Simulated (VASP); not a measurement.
# SnO2 (R-3m) in VASP: single point with PBEsol

Aim: the single point of SnO2 with PBEsol.

Program: VASP 6.6.1. These are calculated values, not measurements. Logs are shortened: lines on timing, memory, paths and dates and some standing lists are left out, and cuts for length are marked.

**1. Starting point**

It takes space group R-3m (No. 166, trigonal). The conventional cell has a = 3.234 Å, b = 3.234 Å, c = 14.402 Å, α = 90.00°, β = 90.00°, γ = 120.00°. Sn (site symmetry -3m) has 6 O at 2.13 Å as nearest neighbours. O (site symmetry 3m) is surrounded by 3 Sn at 2.13 Å.

Measurements of this composition are mostly on another form, of space group No. 136.

**2. Single point, PBEsol**

Contents of INCAR:

```
PREC = Accurate
ENCUT = 520
EDIFF = 1E-7
ISMEAR = 0
SIGMA = 0.05
LREAL = False
LASPH = True
NELM = 100
ALGO = Fast
ISIF = 2
LWAVE = False
LCHARG = False
GGA = PS
NBANDS = 20
```

Contents of KPOINTS:

```
Automatic mesh
0
Gamma
  12 12 12
```

Contents of POSCAR:

```
SnO2
1.0
    1.6170930752      0.9336291223      4.8005925840
   -1.6170930752      0.9336291223      4.8005925840
    0.0000000000     -1.8672582446      4.8005925840
Sn O
1 2
Direct
    0.5000000000      0.5000000000      0.5000000000
    0.2371700000      0.2371700000      0.2371700000
    0.7628300000      0.7628300000      0.7628300000
```

Potentials or basis: VASP PAW PBE potentials, release 64 (Sn_d, O).

Started as:

```console
$ cat potpaw_PBE.64/Sn_d/POTCAR potpaw_PBE.64/O/POTCAR > POTCAR
$ mpirun -np 1 vasp_std > vasp.out
```

OUTCAR:

```text
PREC = Accurate
   ENCUT = 520
   EDIFF = 1E-7
   ISMEAR = 0
   LREAL = False
   LASPH = True
   NELM = 100
   ISIF = 2
   GGA = PS

 ion  position               nearest neighbor table
   1  0.500  0.500  0.500-   2 2.13   2 2.13   3 2.13   3 2.13   2 2.13   3 2.13
   2  0.237  0.237  0.237-   1 2.13   1 2.13   1 2.13
   3  0.763  0.763  0.763-   1 2.13   1 2.13   1 2.13

  LATTYP: Found a trigonal (rhomboedric) cell.
 ALAT       =     5.1509554948
 COS(alpha) =     0.8028828391

  Lattice vectors:

 A1 = (   1.6170930752,   0.9336291223,   4.8005925840)
 A2 = (  -1.6170930752,   0.9336291223,   4.8005925840)
 A3 = (   0.0000000000,  -1.8672582446,   4.8005925840)

Analysis of symmetry for initial positions (statically):
=====================================================================
 Subroutine PRICEL returns:
 Original cell was already a primitive cell.

 Routine SETGRP: Setting up the symmetry group for a
 trigonal (rhombohedral) supercell.

 Subroutine GETGRP returns: Found 12 space group operations
 (whereof 12 operations were pure point group operations)
 out of a pool of 12 trial point group operations.

The static configuration has the point symmetry D_3d.

Analysis of symmetry for dynamics (positions and initial velocities):
=====================================================================
 Subroutine PRICEL returns:
 Original cell was already a primitive cell.

 Routine SETGRP: Setting up the symmetry group for a
 trigonal (rhombohedral) supercell.

 Subroutine GETGRP returns: Found 12 space group operations
 (whereof 12 operations were pure point group operations)
 out of a pool of 12 trial point group operations.

The dynamic configuration has the point symmetry D_3d.

 Subroutine INISYM returns: Found 12 space group operations
 (whereof 12 operations are pure point group operations),
 and found     1 'primitive' translations

----------------------------------------------------------------------------------------

                                     Primitive cell

  volume of cell :      43.4866

  direct lattice vectors                    reciprocal lattice vectors
     1.617093075  0.933629122  4.800592584     0.309196797  0.178514854  0.069435872
    -1.617093075  0.933629122  4.800592584    -0.309196797  0.178514854  0.069435872
     0.000000000 -1.867258245  4.800592584     0.000000000 -0.357029708  0.069435872

  length of vectors
     5.150955495  5.150955495  5.150955495     0.363719058  0.363719058  0.363719058

  position of ions in fractional coordinates (direct lattice)
     0.500000000  0.500000000  0.500000000
     0.237170000  0.237170000  0.237170000
     0.762830000  0.762830000  0.762830000

  ion indices of the primitive-cell ions
   primitive index   ion index
                 1           1
                 2           2
                 3           3

----------------------------------------------------------------------------------------

 KPOINTS: Automatic mesh

Automatic generation of k-mesh.
 Grid dimensions read from file:
 generate k-points for:   12   12   12

 Generating k-lattice:

  Cartesian coordinates                     Fractional coordinates (reciprocal lattice)
     0.025766400  0.014876238  0.005786323     0.083333333  0.000000000 -0.000000000
    -0.025766400  0.014876238  0.005786323     0.000000000  0.083333333 -0.000000000
     0.000000000 -0.029752476  0.005786323    -0.000000000 -0.000000000  0.083333333

  Length of vectors
     0.030309921  0.030309921  0.030309921

  Shift w.r.t. Gamma in fractional coordinates (k-lattice)
     0.000000000  0.000000000  0.000000000

 Subroutine IBZKPT returns following result:
 ===========================================

 Found    189 irreducible k-points:

 Following reciprocal coordinates:
            Coordinates               Weight
  0.000000  0.000000  0.000000      1.000000
  0.083333 -0.000000  0.000000      6.000000
  0.166667  0.000000  0.000000      6.000000
  0.250000  0.000000  0.000000      6.000000
  0.333333 -0.000000  0.000000      6.000000
  0.416667  0.000000  0.000000      6.000000
[... 16 lines left out ...]
  0.500000  0.166667  0.000000     12.000000
 -0.416667  0.166667  0.000000     12.000000
 [... further k-points ...]
   k-points           NKPTS =    189   k-points in BZ     NKDIM =    189   number of bands    NBANDS=     20
   number of dos      NEDOS =    301   number of ions     NIONS =      3
   total plane-waves  NPLWV =  64000
   dimension x,y,z NGX =    40 NGY =   40 NGZ =   40
   dimension x,y,z NGXF=    80 NGYF=   80 NGZF=   80
   ions per type =               1   2
   NGX,Y,Z   is equivalent  to a cutoff of  12.91, 12.91, 12.91 a.u.
   NGXF,Y,Z  is equivalent  to a cutoff of  25.82, 25.82, 25.82 a.u.
 SYSTEM =  unknown system
   PREC   = accura    normal or accurate (medium, high low for compatibility)
   ISTART =      0    job   : 0-new  1-cont  2-samecut
   ICHARG =      2    charge: 1-file 2-atom 10-const
   ISPIN  =      1    spin polarized calculation?
   LNONCOLLINEAR =      F non collinear calculations
   LSORBIT =      F    spin-orbit coupling
   LASPH  =      T    aspherical Exc in radial PAW
   ENCUT  =  520.0 eV  38.22 Ry    6.18 a.u.   9.58  9.58  9.58*2*pi/ulx,y,z
   NELM   =    100;   NELMIN=  2; NELMDL= -5     # of ELM steps
   EDIFF  = 0.1E-06   stopping-criterion for ELM
   LREAL  =      F    real-space projection
   EDIFFG = 0.1E-05   stopping-criterion for IOM
   NSW    =      0    number of steps for IOM
   IBRION =     -1    ionic relax: 0-MD 1-quasi-New 2-CG
   NFREE  =      0    steps in history (QN), initial steepest desc. (CG)
   ISIF   =      2    stress and relaxation
   ISYM   =      2    0-nonsym 1-usesym 2-fastsym
   POTIM  = 0.5000    time-step for ionic-motion
   TEBEG  =    0.0;   TEEND  =   0.0 temperature during run
   PSTRESS=    0.0 pullay stress
   NELECT =      26.0000    total number of electrons
   NUPDOWN=      -1.0000    fix difference up-down
   EMIN   =  10.00;   EMAX   =-10.00  energy-range for DOS
   EFERMI =   0.00;   METHOD = LEGACY
   ISMEAR =     0;   SIGMA  =   0.05  broadening in eV -4-tet -1-fermi 0-gaus
   EFERMI_NEDOS =   21; number of points for ismear=-14 and -15
   IALGO  =     68    algorithm
   IMIX   =      4    mixing-type and parameters
     AMIX     =   0.40;   BMIX     =  1.00
     AMIX_MAG =   1.60;   BMIX_MAG =  1.00
  volume/ion in A,a.u.               =      14.50        97.82
  Fermi-wavevector in a.u.,A,eV,Ry     =   1.379158  2.606231 25.879336  1.902078
  Thomas-Fermi vector in A             =   2.504154
   LORBIT       =      0    0 simple, 1 ext, 2 COOP (PROOUT), +10 PAW based schemes
   GGA     = PS    functional components
   LHFCALC =     F    Hartree Fock is set to
   AEXX    =    0.0000 exact exchange contribution
   IVDW    =     0    specifies the selected vdW correction
   LEPSILON=     F    determine dielectric tensor
   LRPA    =     F    only Hartree local field effects (RPA)
 non-spin polarized calculation
 RMM-DIIS sequential band-by-band and
 Gauss-broadening in eV      SIGMA  =   0.05
  energy-cutoff  :      520.00
  volume of cell :       43.49
 maximum number of plane-waves:      1188
 NGX is ok and might be reduce to    40
   NGX = 19   NGY = 19   NGZ = 19

 number of electron      26.0000004 magnetization

 Free energy of the ion-electron system (eV)
  ---------------------------------------------------
  ext. energy  EPLUGINS =         0.00000000
  ---------------------------------------------------
  free energy    TOTEN  =       -19.29711061 eV

  energy without entropy =      -19.29711061  energy(sigma->0) =      -19.29711061

 E-fermi :   3.4035     XC(G=0): -10.2191

 val. band max:        3.1850528975   @ k =  -0.1667   0.1667   0.0000
 cond. band min:       5.0303494421   @ k =   0.0000   0.0000   0.0000
 fundamental gap:      1.8452965447
 Fermi energy:         3.4035444479

 k-point     1 :       0.0000    0.0000    0.0000
  band No.  band energies     occupation
      1     -16.7291      2.00000
      2     -16.5109      2.00000
      3     -16.5109      2.00000
      4     -16.3268      2.00000
      5     -16.3268      2.00000
      6     -14.6961      2.00000
[... 12 lines left out ...]
     19      20.1564      0.00000
     20      20.1615      0.00000

 k-point     2 :       0.0833   -0.0000    0.0000
  band No.  band energies     occupation
      1     -16.7027      2.00000
      2     -16.5640      2.00000
      3     -16.4963      2.00000
      4     -16.3417      2.00000
      5     -16.3271      2.00000
      6     -14.6473      2.00000
[... 12 lines left out ...]
     19      18.5650      0.00000
     20      20.1961      0.00000

 k-point     3 :       0.1667    0.0000    0.0000
  band No.  band energies     occupation
      1     -16.7487      2.00000
      2     -16.5971      2.00000
      3     -16.4605      2.00000
      4     -16.3667      2.00000
      5     -16.3233      2.00000
      6     -14.4947      2.00000
[... 12 lines left out ...]
     19      17.2597      0.00000
     20      20.3511      0.00000

 k-point     4 :       0.2500    0.0000    0.0000
  band No.  band energies     occupation
      1     -16.9433      2.00000
      2     -16.5133      2.00000
      3     -16.4287      2.00000
      4     -16.3820      2.00000
      5     -16.3001      2.00000
      6     -14.2372      2.00000
[... 12 lines left out ...]
     19      16.3363      0.00000
     20      20.0848      0.00000

 k-point     5 :       0.3333   -0.0000    0.0000
  band No.  band energies     occupation
      1     -17.1248      2.00000
      2     -16.4713      2.00000
      3     -16.4194      2.00000
      4     -16.3575      2.00000
      5     -16.2531      2.00000
      6     -13.9124      2.00000
[... 12 lines left out ...]
     19      15.8609      0.00000
     20      18.5122      0.00000

 k-point     6 :       0.4167    0.0000    0.0000
  band No.  band energies     occupation
      1     -17.2479      2.00000
      2     -16.4735      2.00000
      3     -16.4209      2.00000
      4     -16.3122      2.00000
      5     -16.2096      2.00000
      6     -13.6168      2.00000
[... 12 lines left out ...]
     19      15.8959      0.00000
     20      17.2721      0.00000

 k-point     7 :       0.5000    0.0000    0.0000
  band No.  band energies     occupation
      1     -17.2910      2.00000
      2     -16.4772      2.00000
      3     -16.4223      2.00000
      4     -16.2939      2.00000
      5     -16.1926      2.00000
      6     -13.4915      2.00000
[... 12 lines left out ...]
     19      16.3014      0.00000
     20      16.4958      0.00000
[... 277 lines left out ...]
 k-point    20 :       0.2500    0.1667    0.0000
  band No.  band energies     occupation
      1     -16.8397      2.00000
      2     -16.5944      2.00000
      3     -16.4245      2.00000
      4     -16.3797      2.00000
      5     -16.3112      2.00000
      6     -14.3224      2.00000
[... 12 lines left out ...]
     19      16.5393      0.00000
     20      19.9118      0.00000

 k-point    21 :       0.3333    0.1667   -0.0000
  band No.  band energies     occupation
      1     -16.9524      2.00000
      2     -16.6049      2.00000
      3     -16.4019      2.00000
      4     -16.3938      2.00000
      5     -16.2766      2.00000
      6     -14.0221      2.00000
[... 12 lines left out ...]
     19      16.3979      0.00000
     20      18.8903      0.00000

 k-point    22 :       0.4167    0.1667    0.0000
  band No.  band energies     occupation
      1     -17.0682      2.00000
      2     -16.6042      2.00000
      3     -16.4154      2.00000
      4     -16.3749      2.00000
      5     -16.2490      2.00000
      6     -13.6319      2.00000
[... 12 lines left out ...]
     19      16.6014      0.00000
     20      17.7937      0.00000

 k-point    23 :       0.5000    0.1667    0.0000
  band No.  band energies     occupation
      1     -17.1528      2.00000
      2     -16.6028      2.00000
      3     -16.4314      2.00000
      4     -16.3343      2.00000
      5     -16.2493      2.00000
      6     -13.2647      2.00000
[... 12 lines left out ...]
     19      16.8469      0.00000
     20      16.9958      0.00000

 k-point    24 :      -0.4167    0.1667    0.0000
  band No.  band energies     occupation
      1     -17.1830      2.00000
      2     -16.6028      2.00000
      3     -16.4376      2.00000
      4     -16.3034      2.00000
      5     -16.2647      2.00000
      6     -13.1084      2.00000
[... 12 lines left out ...]
     19      16.2341      0.00000
     20      17.2540      0.00000

 [... further k-points ...]

------------------------ aborting loop because EDIFF is reached ----------------------------------------

  FORCE on cell =-STRESS in cart. coord.  units (eV):
  Direction    XX          YY          ZZ          XY          YZ          ZX
  --------------------------------------------------------------------------------------
  -------------------------------------------------------------------------------------
  Total       -1.3880835     -1.3880835     -0.9779199      0.0000000      0.0000000      0.0000000
  in kB      -51.1411709    -51.1411709    -36.0295100      0.0000000      0.0000000      0.0000000
  external PRESSURE =     -46.1039506 kB  Pullay stress =       0.0000000 kB

 VOLUME and BASIS-vectors are now :
 -----------------------------------------------------------------------------
  energy-cutoff  :      520.00
  volume of cell :       43.49
      direct lattice vectors                 reciprocal lattice vectors
     1.617093075  0.933629122  4.800592584     0.309196797  0.178514854  0.069435872
    -1.617093075  0.933629122  4.800592584    -0.309196797  0.178514854  0.069435872
     0.000000000 -1.867258245  4.800592584     0.000000000 -0.357029708  0.069435872

 POSITION                                       TOTAL-FORCE (eV/Angst)
 -----------------------------------------------------------------------------------
      0.00000      0.00000      7.20089        -0.000000     -0.000000      0.000000
      0.00000      0.00000      3.41567         0.000000      0.000000     -0.346698
      0.00000      0.00000     10.98611         0.000000     -0.000000      0.346698
 -----------------------------------------------------------------------------------
    total drift:                               -0.000000      0.000000      0.000000

  FREE ENERGIE OF THE ION-ELECTRON SYSTEM (eV)
  ---------------------------------------------------
  free  energy   TOTEN  =       -19.2971106061 eV

  energy  without entropy=      -19.2971106061  energy(sigma->0) =      -19.29711061
```

It took 4.7 min on 1 thread of AMD EPYC 9R14 (Zen 4), shared host; peak memory 0.32 GiB.

Results:

| Quantity | Value |
| --- | --- |
| Free energy | -19.2971 eV |
| Pressure | -4.6 GPa |
| Largest force | 0.347 eV/Å |
| Band gap on the k mesh | 1.85 eV, indirect (least direct gap 1.97 eV) |

Forces in eV/Å, atoms in the order of the input:
```
Sn   0.000  0.000  0.000
O    0.000  0.000 -0.347
O    0.000  0.000  0.347
```

Caveat: the PAW data sets were made with another functional, which shifts forces and pressure a little; spin-orbit coupling is left out, which moves the levels of the heavy elements. A k mesh can miss the band edges.
